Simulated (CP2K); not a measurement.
# Sb in CP2K: work function with PBE

Aim: the work function of Sb with PBE.

All numbers are computed with CP2K 2026.2; they aren't measurements. Logs are shortened: lines on timing, memory, paths and dates and some standing lists are left out, and cuts for length are marked.

## 1. The cell of the first run

The cell holds a slab with vacuum, 4 atoms: a = 3.160 Å, b = 3.160 Å, c = 24.480 Å, α = 90.00°, β = 90.00°, γ = 90.00°.

## 2. Work function, PBE (the (1 0 0) slab of Sb, cut from the database cell, not relaxed)

Input file sb_workfunction.inp:

```
&GLOBAL
  PROJECT sb_workfunction
  RUN_TYPE ENERGY_FORCE
  PRINT_LEVEL LOW
&END GLOBAL
&FORCE_EVAL
  METHOD QS
  &DFT
    BASIS_SET_FILE_NAME BASIS_MOLOPT_UZH
    POTENTIAL_FILE_NAME POTENTIAL_UZH
    &MGRID
      CUTOFF 450
      REL_CUTOFF 60
      NGRIDS 5
    &END MGRID
    &QS
      METHOD GPW
      EPS_DEFAULT 1.0E-10
    &END QS
    &KPOINTS
      SCHEME MONKHORST-PACK 8 8 1
      GAMMA_CENTERED T
      SYMMETRY T
      SYMMETRY_BACKEND SPGLIB
    &END KPOINTS
    &SCF
      SCF_GUESS ATOMIC
      EPS_SCF 1.0E-6
      MAX_SCF 100
      ADDED_MOS 14
      CHOLESKY OFF
      EPS_EIGVAL 1.0E-7
      &DIAGONALIZATION ON
        ALGORITHM STANDARD
      &END DIAGONALIZATION
      &MIXING ON
        METHOD BROYDEN_MIXING
        ALPHA 0.2
        BETA 1.5
        NBUFFER 8
      &END MIXING
      &SMEAR ON
        METHOD FERMI_DIRAC
        ELECTRONIC_TEMPERATURE [K] 580.226
      &END SMEAR
    &END SCF
    &XC
      &XC_FUNCTIONAL PBE
      &END XC_FUNCTIONAL
    &END XC
    &PRINT
      &KPOINTS ON
      &END KPOINTS
      &MULLIKEN ON
      &END MULLIKEN
      &MO ON
        ENERGIES T
        OCCUPATION_NUMBERS T
        &EACH
          QS_SCF 0
        &END EACH
        ADD_LAST NUMERIC
      &END MO
      &LOWDIN ON
      &END LOWDIN
      &HIRSHFELD ON
        SHAPE_FUNCTION DENSITY
      &END HIRSHFELD
      &E_DENSITY_CUBE ON
        STRIDE 1
      &END E_DENSITY_CUBE
      &V_HARTREE_CUBE ON
        STRIDE 1
      &END V_HARTREE_CUBE
      &ELF_CUBE ON
        STRIDE 1
      &END ELF_CUBE
    &END PRINT
  &END DFT
  &SUBSYS
    &CELL
      ABC 3.1600000000 3.1600000000 24.4800000000
      ALPHA_BETA_GAMMA 90.0000000000 90.0000000000 90.0000000000
      PERIODIC XYZ
    &END CELL
    &COORD
      Sb  0.0000000000 0.0000000000 7.5000000000
      Sb  0.0000000000 0.0000000000 10.6600000000
      Sb  0.0000000000 0.0000000000 13.8200000000
      Sb  0.0000000000 0.0000000000 16.9800000000
    &END COORD
    &KIND Sb
      BASIS_SET TZVP-MOLOPT-PBE-GTH-q5
      POTENTIAL GTH-PBE-q5
    &END KIND
    &PRINT
      &ATOMIC_COORDINATES ON
      &END ATOMIC_COORDINATES
      &CELL ON
      &END CELL
    &END PRINT
  &END SUBSYS
  &PRINT
    &FORCES ON
    &END FORCES
  &END PRINT
&END FORCE_EVAL
```

Potentials or basis: POTENTIAL_UZH Sb GTH-PBE-q5; TZVP-MOLOPT-PBE-GTH basis.

Launch:

```sh
$ OMP_NUM_THREADS=1 mpirun -n 2 cp2k.psmp -i sb_workfunction.inp -o sb_workfunction.out
```

sb_workfunction.out:

```text

 CP2K| version string:                                       CP2K version 2026.2
 CP2K| Input file name                                       sb_workfunction.inp

 GLOBAL| Force Environment number                                              1
 GLOBAL| Basis set file name                                    BASIS_MOLOPT_UZH
 GLOBAL| Potential file name                                       POTENTIAL_UZH
 GLOBAL| MM Potential file name                                     MM_POTENTIAL
 GLOBAL| Coordinate file name                                      __STD_INPUT__
 GLOBAL| Method name                                                        CP2K
 GLOBAL| Project name                                            sb_workfunction
 GLOBAL| Run type                                                   ENERGY_FORCE
 GLOBAL| FFT library                                                       FFTW3
 GLOBAL| Diagonalization library                                       ScaLAPACK
 GLOBAL| Cholesky decomposition library                                ScaLAPACK
 GLOBAL| DGEMM library                                                      BLAS
 GLOBAL| Direct generalized diagonalization requested                          F
 GLOBAL| Matrix multiplication library                                 ScaLAPACK
 GLOBAL| Global print level                                                  LOW
 GLOBAL| Total number of message passing processes                             2
 GLOBAL| Number of threads for this process                                    1
 GLOBAL| CPU model name                                                  UNKNOWN

 CELL| Volume [angstrom^3]:                                           244.447488
 CELL| Vector a [angstrom]:       3.160     0.000     0.000   |a| =     3.160000
 CELL| Vector b [angstrom]:       0.000     3.160     0.000   |b| =     3.160000
 CELL| Vector c [angstrom]:       0.000     0.000    24.480   |c| =    24.480000
 CELL| Angle (b,c), alpha [degree]:                                    90.000000
 CELL| Angle (a,c), beta  [degree]:                                    90.000000
 CELL| Angle (a,b), gamma [degree]:                                    90.000000
 CELL| Numerically orthorhombic:                                             YES
 CELL| Periodicity                                                           XYZ

 CELL_REF| Volume [angstrom^3]:                                       244.447488
 CELL_REF| Vector a [angstrom     3.160     0.000     0.000   |a| =     3.160000
 CELL_REF| Vector b [angstrom     0.000     3.160     0.000   |b| =     3.160000
 CELL_REF| Vector c [angstrom     0.000     0.000    24.480   |c| =    24.480000
 CELL_REF| Angle (b,c), alpha [degree]:                                90.000000
 CELL_REF| Angle (a,c), beta  [degree]:                                90.000000
 CELL_REF| Angle (a,b), gamma [degree]:                                90.000000
 CELL_REF| Numerically orthorhombic:                                         YES
 CELL_REF| Periodicity                                                       XYZ

[... 8 lines left out ...]
 TOTAL NUMBERS AND MAXIMUM NUMBERS

  Total number of            - Atomic kinds:                                   1
                             - Atoms:                                          4
                             - Shell sets:                                     4
                             - Shells:                                        28
                             - Primitive Cartesian functions:                 16
                             - Cartesian basis functions:                     72
                             - Spherical basis functions:                     68

  Maximum angular momentum of- Orbital basis functions:                        2
                             - Local part of the GTH pseudopotential:          0
                             - Non-local part of the GTH pseudopotential:      4

 MODULE QUICKSTEP: ATOMIC COORDINATES IN ANGSTROM

   Atom Kind Element         X             Y             Z       Z(eff)     Mass
      1    1 Sb   51      0.000000      0.000000      7.500000   5.0000 121.7600
      2    1 Sb   51      0.000000      0.000000     10.660000   5.0000 121.7600
      3    1 Sb   51      0.000000      0.000000     13.820000   5.0000 121.7600
      4    1 Sb   51      0.000000      0.000000     16.980000   5.0000 121.7600

 SCF PARAMETERS         Density guess:                                    ATOMIC
                        --------------------------------------------------------
                        max_scf:                                             100
[... 7 lines left out ...]
                        --------------------------------------------------------
                        level_shift [a.u.]:                             0.000000
                        added MOs                                        14    0
                        --------------------------------------------------------
                        Mixing method:                            BROYDEN_MIXING
                                                charge density mixing in g-space
[... 36 lines left out ...]
 *******************************************************************************

 Extrapolation method: initial_guess

 Number of electrons:                                                         20
 Number of occupied orbitals:                                                 10
 Number of molecular orbitals:                                                24

 Number of orbital functions:                                                 68
 Number of independent orbital functions:                                     68

 SCF WAVEFUNCTION OPTIMIZATION

  Step     Update method      Time    Convergence         Total energy    Change
  ------------------------------------------------------------------------------
     1 NoMix/Diag. 0.20E+00    0.4     0.64757081       -22.1813979318 -2.22E+01
     2 Broy./Diag. 0.20E+00    0.4     0.00294294       -22.3692188343 -1.88E-01
     3 Broy./Diag. 0.20E+00    0.4     0.02040929       -22.1912692323  1.78E-01
     4 Broy./Diag. 0.20E+00    0.4     0.00727878       -22.1461142115  4.52E-02
     5 Broy./Diag. 0.20E+00    0.4     0.00529814       -22.1271814365  1.89E-02
     6 Broy./Diag. 0.20E+00    0.4     0.00182826       -22.1037868203  2.34E-02
     7 Broy./Diag. 0.20E+00    0.4     0.00045894       -22.0963571948  7.43E-03
     8 Broy./Diag. 0.20E+00    0.4     0.00104701       -22.0963072200  5.00E-05
     9 Broy./Diag. 0.20E+00    0.4     0.00077132       -22.0976102200 -1.30E-03
    10 Broy./Diag. 0.20E+00    0.4     0.00055541       -22.0989662788 -1.36E-03
    11 Broy./Diag. 0.20E+00    0.4     0.00042908       -22.1000840130 -1.12E-03
[... 7 lines left out ...]
    19 Broy./Diag. 0.20E+00    0.4     0.00001137       -22.1006616120 -2.13E-05
    20 Broy./Diag. 0.20E+00    0.4     0.00001458       -22.1006792579 -1.76E-05
    21 Broy./Diag. 0.20E+00    0.4     0.00000392       -22.1007060118 -2.68E-05
    22 Broy./Diag. 0.20E+00    0.4     0.00000656       -22.1007402314 -3.42E-05
    23 Broy./Diag. 0.20E+00    0.4     0.00000365       -22.1007263553  1.39E-05
    24 Broy./Diag. 0.20E+00    0.5     0.00000230       -22.1007073664  1.90E-05
    25 Broy./Diag. 0.20E+00    0.4     0.00000114       -22.1007033950  3.97E-06
    26 Broy./Diag. 0.20E+00    0.4     0.00000143       -22.1007050776 -1.68E-06
    27 Broy./Diag. 0.20E+00    0.4     0.00000295       -22.1007101559 -5.08E-06
    28 Broy./Diag. 0.20E+00    0.4     0.00000022       -22.1007127087 -2.55E-06

  *** SCF run converged in    28 steps ***

  Electronic density on regular grids:        -20.0000000002       -0.0000000002
  Core density on regular grids:               19.9999999931       -0.0000000069
  Total charge density on r-space grids:       -0.0000000071
  Total charge density g-space grids:          -0.0000000071

  Overlap energy of the core charge distribution:               0.00000000003803
  Self energy of the core charge distribution:                -47.81269320838219
  Core Hamiltonian energy:                                      9.59833766589579
  Hartree energy:                                              21.59761515527329
  Exchange-correlation energy:                                 -5.48302068433439
  Electronic entropic energy:                                  -0.00095163727618
  Fermi energy:                                                 0.00685319452253

  Total energy:                                               -22.10071270868221
  Total energy (extrapolated to T->0):                        -22.10023689004412

 MO| EIGENVALUES AND OCCUPATION NUMBERS FOR K POINT 1
 MO|
 MO|  Index      Eigenvalue [a.u.]        Eigenvalue [eV]             Occupation
 MO|      1              -0.298956              -8.134995               2.000000
 MO|      2              -0.278926              -7.589967               2.000000
 MO|      3              -0.251924              -6.855193               2.000000
 MO|      4              -0.227586              -6.192934               2.000000
 MO|      5              -0.087607              -2.383906               2.000000
 MO|      6              -0.077682              -2.113827               2.000000
[... 406 lines left out ...]
 MO|     23               0.417633              11.364380               0.000000
 MO|     24               0.431109              11.731083               0.000000
 MO| Sum:                                                              20.000000
 MO| E(Fermi):            0.006853 a.u.          0.186485 eV

 [... the levels of further k-points ...]

 The electron density is written in Cube    file format to the file:

 sb_workfunction-ELECTRON_DENSITY-1_0.cube

 !-----------------------------------------------------------------------------!
                     Mulliken Population Analysis

 #  Atom  Element  Kind  Atomic population                           Net charge
       1     Sb       1          4.983618                              0.016382
       2     Sb       1          5.016382                             -0.016382
       3     Sb       1          5.016383                             -0.016383
       4     Sb       1          4.983617                              0.016383
 # Total charge                             20.000000                 -0.000000

 !-----------------------------------------------------------------------------!

 !-----------------------------------------------------------------------------!
                           Hirshfeld Charges

  #Atom  Element  Kind  Ref Charge     Population                    Net charge
      1       Sb     1       5.000          5.003                        -0.003
      2       Sb     1       5.000          4.997                         0.003
      3       Sb     1       5.000          4.997                         0.003
      4       Sb     1       5.000          5.003                        -0.003

  Total Charge                                                           -0.000
 !-----------------------------------------------------------------------------!

 LOWDIN POPULATION ANALYSIS

 #  Atom  Element  Kind  Atomic population                           Net charge
       1     Sb       1          4.998613                              0.001387
       2     Sb       1          5.001387                             -0.001387
       3     Sb       1          5.001387                             -0.001387
       4     Sb       1          4.998613                              0.001387
 # Total charge                             20.000000                 -0.000000

               ----- ELF is computed on the real space grid -----

 ELF is written in Cube    file format to the file:

 sb_workfunction-ELF_S1-1_0.cube

 ENERGY| Total FORCE_EVAL ( QS ) energy [hartree]            -22.100712948273316

 FORCES| Atomic forces [hartree/bohr]
 FORCES|   Atom     x               y               z               |f|
 FORCES|      1 -7.21218954E-11 -7.23956436E-11  1.01442649E-02   1.01442649E-02
 FORCES|      2 -7.81350097E-11 -7.78604863E-11 -9.41751520E-03   9.41751520E-03
 FORCES|      3 -7.78514958E-11 -7.75144586E-11  9.41751172E-03   9.41751172E-03
 FORCES|      4 -7.21281112E-11 -7.24141570E-11 -1.01442616E-02   1.01442616E-02
 FORCES| Sum    -3.00236512E-10 -3.00184745E-10 -1.57722030E-10
 FORCES| Total atomic force                                       4.52911783E-10
```

Wall time 15 s (2 MPI ranks of Arm Neoverse V2, shared host).

What came out:

* Free energy: -601.3910 eV
* Largest force: 0.522 eV/Å
* Band gap on the k mesh: none (metal or under the smearing width)
* Work function: 4.55 eV
* Work function of the upper face: 4.55 eV
* Work function of the lower face: 4.55 eV

Forces in eV/Å, atoms in the order of the input:
```
Sb   0.000  0.000  0.522
Sb   0.000  0.000 -0.484
Sb   0.000  0.000  0.484
Sb   0.000  0.000 -0.522
```

Caveat: the basis of atomic orbitals isn't converged, which shifts pressures, moduli and gaps.
